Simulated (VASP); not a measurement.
# Al (Fm-3m) in VASP: further runs

Runs on Al. Level: PBE+D3(BJ). Tasks: single point.

All numbers are computed with VASP 6.6.1; they aren't measurements. Logs are shortened: lines on timing, memory, paths and dates and some standing lists are left out, and cuts for length are marked.

### 1 The undisturbed crystal

Symmetry: Fm-3m, No. 225, cubic system. Conventional cell: a = 4.050 Å, b = 4.050 Å, c = 4.050 Å, α = 90.00°, β = 90.00°, γ = 90.00°. Around Al (site symmetry m-3m) lie 12 Al at 2.86 Å.

### 2 Single point, PBE+D3(BJ) (a relaxed cell with its volume scaled by 0.94)

Input file INCAR:

```
PREC = Accurate
ENCUT = 520
EDIFF = 1E-7
ISMEAR = 0
SIGMA = 0.1
LREAL = F
LASPH = T
NELM = 60
ALGO = Normal
ISIF = 2
LWAVE = F
LCHARG = F
GGA = PE
IVDW = 12
```

Input file KPOINTS:

```
Automatic mesh
0
Gamma
  18 18 18
```

Input file POSCAR:

```
Al                                      
1.0
    0.0000000000      1.9501342374      1.9501342374
    1.9501342374      0.0000000000      1.9501342374
    1.9501342374      1.9501342374      0.0000000000
  Al            
     1
Direct
     0.0000000000000000    0.0000000000000000    0.0000000000000000
```

Potentials or basis: VASP PAW PBE potentials, release 64 (Al).

Run with:

```
cat potpaw_PBE.64/Al/POTCAR > POTCAR
mpirun -np 1 vasp_std > vasp.out
```

OUTCAR:

```text
PREC = Accurate
   ENCUT = 520
   EDIFF = 1E-7
   ISMEAR = 0
   LREAL = F
   LASPH = T
   NELM = 60
   ISIF = 2
   GGA = PE
   IVDW = 12
 IVDW          = 12

 ion  position               nearest neighbor table
   1  0.000  0.000  0.000-

  LATTYP: Found a face centered cubic cell.
 ALAT       =     3.9002684748

  Lattice vectors:

 A1 = (   0.0000000000,   1.9501342374,   1.9501342374)
 A2 = (   1.9501342374,   0.0000000000,   1.9501342374)
 A3 = (   1.9501342374,   1.9501342374,   0.0000000000)

Analysis of symmetry for initial positions (statically):
=====================================================================
 Subroutine PRICEL returns:
 Original cell was already a primitive cell.

 Routine SETGRP: Setting up the symmetry group for a
 face centered cubic supercell.

 Subroutine GETGRP returns: Found 48 space group operations
 (whereof 48 operations were pure point group operations)
 out of a pool of 48 trial point group operations.

The static configuration has the point symmetry O_h .

Analysis of symmetry for dynamics (positions and initial velocities):
=====================================================================
 Subroutine PRICEL returns:
 Original cell was already a primitive cell.

 Routine SETGRP: Setting up the symmetry group for a
 face centered cubic supercell.

 Subroutine GETGRP returns: Found 48 space group operations
 (whereof 48 operations were pure point group operations)
 out of a pool of 48 trial point group operations.

The dynamic configuration has the point symmetry O_h .

 Subroutine INISYM returns: Found 48 space group operations
 (whereof 48 operations are pure point group operations),
 and found     1 'primitive' translations

----------------------------------------------------------------------------------------

                                     Primitive cell

  volume of cell :      14.8328

  direct lattice vectors                    reciprocal lattice vectors
     0.000000000  1.950134237  1.950134237    -0.256392606  0.256392606  0.256392606
     1.950134237  0.000000000  1.950134237     0.256392606 -0.256392606  0.256392606
     1.950134237  1.950134237  0.000000000     0.256392606  0.256392606 -0.256392606

  length of vectors
     2.757906287  2.757906287  2.757906287     0.444085021  0.444085021  0.444085021

  position of ions in fractional coordinates (direct lattice)
     0.000000000  0.000000000  0.000000000

  ion indices of the primitive-cell ions
   primitive index   ion index
                 1           1

----------------------------------------------------------------------------------------

 KPOINTS: Automatic mesh

Automatic generation of k-mesh.
 Grid dimensions read from file:
 generate k-points for:   18   18   18

 Generating k-lattice:

  Cartesian coordinates                     Fractional coordinates (reciprocal lattice)
    -0.014244034  0.014244034  0.014244034     0.055555556  0.000000000  0.000000000
     0.014244034 -0.014244034  0.014244034     0.000000000  0.055555556  0.000000000
     0.014244034  0.014244034 -0.014244034     0.000000000  0.000000000  0.055555556

  Length of vectors
     0.024671390  0.024671390  0.024671390

  Shift w.r.t. Gamma in fractional coordinates (k-lattice)
     0.000000000  0.000000000  0.000000000

 Subroutine IBZKPT returns following result:
 ===========================================

 Found    195 irreducible k-points:

 Following reciprocal coordinates:
            Coordinates               Weight
  0.000000  0.000000  0.000000      1.000000
  0.055556  0.000000  0.000000      8.000000
  0.111111  0.000000  0.000000      8.000000
  0.166667  0.000000  0.000000      8.000000
  0.222222  0.000000  0.000000      8.000000
  0.277778  0.000000  0.000000      8.000000
[... 16 lines left out ...]
 -0.277778  0.055556  0.000000     24.000000
 -0.222222  0.055556  0.000000     24.000000
 [... further k-points ...]
   k-points           NKPTS =    195   k-points in BZ     NKDIM =    195   number of bands    NBANDS=      5
   number of dos      NEDOS =    301   number of ions     NIONS =      1
   total plane-waves  NPLWV =  13824
   dimension x,y,z NGX =    24 NGY =   24 NGZ =   24
   dimension x,y,z NGXF=    48 NGYF=   48 NGZF=   48
   ions per type =               1
   NGX,Y,Z   is equivalent  to a cutoff of  14.47, 14.47, 14.47 a.u.
   NGXF,Y,Z  is equivalent  to a cutoff of  28.93, 28.93, 28.93 a.u.
 SYSTEM =  unknown system
   PREC   = accura    normal or accurate (medium, high low for compatibility)
   ISTART =      0    job   : 0-new  1-cont  2-samecut
   ICHARG =      2    charge: 1-file 2-atom 10-const
   ISPIN  =      1    spin polarized calculation?
   LNONCOLLINEAR =      F non collinear calculations
   LSORBIT =      F    spin-orbit coupling
   LASPH  =      T    aspherical Exc in radial PAW
   ENCUT  =  520.0 eV  38.22 Ry    6.18 a.u.   5.13  5.13  5.13*2*pi/ulx,y,z
   NELM   =     60;   NELMIN=  2; NELMDL= -5     # of ELM steps
   EDIFF  = 0.1E-06   stopping-criterion for ELM
   LREAL  =      F    real-space projection
   EDIFFG = 0.1E-05   stopping-criterion for IOM
   NSW    =      0    number of steps for IOM
   IBRION =     -1    ionic relax: 0-MD 1-quasi-New 2-CG
   NFREE  =      0    steps in history (QN), initial steepest desc. (CG)
   ISIF   =      2    stress and relaxation
   ISYM   =      2    0-nonsym 1-usesym 2-fastsym
   POTIM  = 0.5000    time-step for ionic-motion
   TEBEG  =    0.0;   TEEND  =   0.0 temperature during run
   PSTRESS=    0.0 pullay stress
   NELECT =       3.0000    total number of electrons
   NUPDOWN=      -1.0000    fix difference up-down
   EMIN   =  10.00;   EMAX   =-10.00  energy-range for DOS
   EFERMI =   0.00;   METHOD = LEGACY
   ISMEAR =     0;   SIGMA  =   0.10  broadening in eV -4-tet -1-fermi 0-gaus
   EFERMI_NEDOS =   21; number of points for ismear=-14 and -15
   IALGO  =     38    algorithm
   IMIX   =      4    mixing-type and parameters
     AMIX     =   0.40;   BMIX     =  1.00
     AMIX_MAG =   1.60;   BMIX_MAG =  1.00
  volume/ion in A,a.u.               =      14.83       100.10
  Fermi-wavevector in a.u.,A,eV,Ry     =   0.960965  1.815960 12.564342  0.923453
  Thomas-Fermi vector in A             =   2.090295
   LORBIT       =      0    0 simple, 1 ext, 2 COOP (PROOUT), +10 PAW based schemes
   GGA     = PE    functional components
   LHFCALC =     F    Hartree Fock is set to
   AEXX    =    0.0000 exact exchange contribution
   IVDW    =    12    specifies the selected vdW correction
   LEPSILON=     F    determine dielectric tensor
   LRPA    =     F    only Hartree local field effects (RPA)
 non-spin polarized calculation
 Gauss-broadening in eV      SIGMA  =   0.10
  energy-cutoff  :      520.00
  volume of cell :       14.83
 maximum number of plane-waves:       411
 NGX is ok and might be reduce to    24
   NGX = 11   NGY = 11   NGZ = 11

 number of electron       3.0000000 magnetization

 Free energy of the ion-electron system (eV)
  ---------------------------------------------------
  ext. energy  EPLUGINS =         0.00000000
  ---------------------------------------------------
  free energy    TOTEN  =        -3.69596127 eV

  energy without entropy =       -3.69340780  energy(sigma->0) =       -3.69468454

 E-fermi :   9.1559     XC(G=0): -10.5882

 val. band max:        9.1410377059   @ k =  -0.3333   0.4444   0.1111
 cond. band min:       9.1962056762   @ k =  -0.3333   0.3889   0.0556
 fundamental gap:      0.0551679703
 Fermi energy:         9.1559044124

 k-point     1 :       0.0000    0.0000    0.0000
  band No.  band energies     occupation
      1      -2.7336      2.00000
      2      22.3848      0.00000
      3      22.3848      0.00000
      4      22.3848      0.00000
      5      24.7219      0.00000

 k-point     2 :       0.0556    0.0000    0.0000
  band No.  band energies     occupation
      1      -2.6436      2.00000
      2      20.9109      0.00000
      3      22.1528      0.00000
      4      22.1528      0.00000
      5      25.1065      0.00000

 k-point     3 :       0.1111    0.0000    0.0000
  band No.  band energies     occupation
      1      -2.3739      2.00000
      2      18.5821      0.00000
      3      21.7049      0.00000
      4      21.7049      0.00000
      5      25.0614      0.00000

 k-point     4 :       0.1667    0.0000    0.0000
  band No.  band energies     occupation
      1      -1.9256      2.00000
      2      16.2142      0.00000
      3      21.2810      0.00000
      4      21.2810      0.00000
      5      24.8334      0.00000

 k-point     5 :       0.2222    0.0000    0.0000
  band No.  band energies     occupation
      1      -1.3007      2.00000
      2      13.9219      0.00000
      3      20.9586      0.00000
      4      20.9586      0.00000
      5      24.6154      0.00000

 k-point     6 :       0.2778    0.0000    0.0000
  band No.  band energies     occupation
      1      -0.5018      2.00000
      2      11.7413      0.00000
      3      20.7621      0.00000
      4      20.7621      0.00000
      5      24.4640      0.00000
[... 113 lines left out ...]
 k-point    21 :      -0.3889    0.0556    0.0000
  band No.  band energies     occupation
      1       2.0949      2.00000
      2       7.2467      2.00000
      3      19.0514      0.00000
      4      21.1839      0.00000
      5      22.2444      0.00000

 k-point    22 :      -0.3333    0.0556    0.0000
  band No.  band energies     occupation
      1       0.9059      2.00000
      2       9.1066      1.51481
      3      18.9255      0.00000
      4      21.8026      0.00000
      5      22.2628      0.00000

 k-point    23 :      -0.2778    0.0556    0.0000
  band No.  band energies     occupation
      1      -0.1190      2.00000
      2      11.1081      0.00000
      3      18.9488      0.00000
      4      21.9833      0.00000
      5      23.0051      0.00000

 k-point    24 :      -0.2222    0.0556    0.0000
  band No.  band energies     occupation
      1      -0.9747      2.00000
      2      13.2391      0.00000
      3      19.1216      0.00000
      4      22.1292      0.00000
      5      24.0507      0.00000

 [... further k-points ...]

------------------------ aborting loop because EDIFF is reached ----------------------------------------

 Edisp (eV)   -0.37578

 E8    (eV) :    -0.1683

  FORCE on cell =-STRESS in cart. coord.  units (eV):
  Direction    XX          YY          ZZ          XY          YZ          ZX
  --------------------------------------------------------------------------------------
  -------------------------------------------------------------------------------------
  Total       0.56719     0.56719     0.56719     0.00000    -0.00000    -0.00000
  in kB      61.26523    61.26523    61.26523     0.00000    -0.00000    -0.00000
  external pressure =       61.27 kB  Pullay stress =        0.00 kB

 VOLUME and BASIS-vectors are now :
 -----------------------------------------------------------------------------
  energy-cutoff  :      520.00
  volume of cell :       14.83
      direct lattice vectors                 reciprocal lattice vectors
     0.000000000  1.950134237  1.950134237    -0.256392606  0.256392606  0.256392606
     1.950134237  0.000000000  1.950134237     0.256392606 -0.256392606  0.256392606
     1.950134237  1.950134237  0.000000000     0.256392606  0.256392606 -0.256392606

 POSITION                                       TOTAL-FORCE (eV/Angst)
 -----------------------------------------------------------------------------------
      0.00000      0.00000      0.00000         0.000000     -0.000000     -0.000000
 -----------------------------------------------------------------------------------
    total drift:                               -0.000000      0.000000      0.000000

  FREE ENERGIE OF THE ION-ELECTRON SYSTEM (eV)
  ---------------------------------------------------
  free  energy   TOTEN  =        -4.0717380089 eV

  energy  without entropy=       -4.0691845361  energy(sigma->0) =       -4.07046127
```

Wall time 14 s (1 thread of AMD EPYC 7R13 (Zen 3), shared host); peak memory 0.12 GiB.

What came out:

```
Free energy                : -4.0717 eV
Pressure                   : 6.1 GPa
Band gap on the k mesh     : none (metal or under the smearing width)
Dispersion energy per atom : -0.376 eV
```

Caveat: pairwise dispersion overbinds metals, which lowers pressure and volume.

### 3 Single point, PBE+D3(BJ) (a relaxed cell with its volume scaled by 1.06)

INCAR is that of step 2.

KPOINTS is that of step 2.

Input file POSCAR:

```
Al                                      
1.0
    0.0000000000      2.0298183654      2.0298183654
    2.0298183654      0.0000000000      2.0298183654
    2.0298183654      2.0298183654      0.0000000000
  Al            
     1
Direct
     0.0000000000000000    0.0000000000000000    0.0000000000000000
```

Potentials or basis: VASP PAW PBE potentials, release 64 (Al).

Run with:

```
cat potpaw_PBE.64/Al/POTCAR > POTCAR
mpirun -np 1 vasp_std > vasp.out
```

It took 13 s on 1 thread of AMD EPYC 7R13 (Zen 3), shared host; peak memory 0.11 GiB.

It converged, with:

```yaml
Free_energy: -4.0754 eV
Pressure: -4.3 GPa
Band_gap_on_the_k_mesh: none (metal or under the smearing width)
Dispersion_energy_per_atom: -0.332 eV
```

Levels at points of the mesh, in eV from the Fermi level:
```csv
k point,band 1,band 2,band 3,band 4,band 5
"(0.00, 0.00, 0.00)",-11.03,12.55,12.55,12.55,13.94
"(0.50, 0.00, 0.00)",-4.53,-4.35,11.28,11.28,11.41
"(0.50, 0.50, 0.00)",-2.88,-1.59,5.26,5.54,5.54
```

Caveat: pairwise dispersion overbinds metals, which lowers pressure and volume.

[end of part 1 of 2]
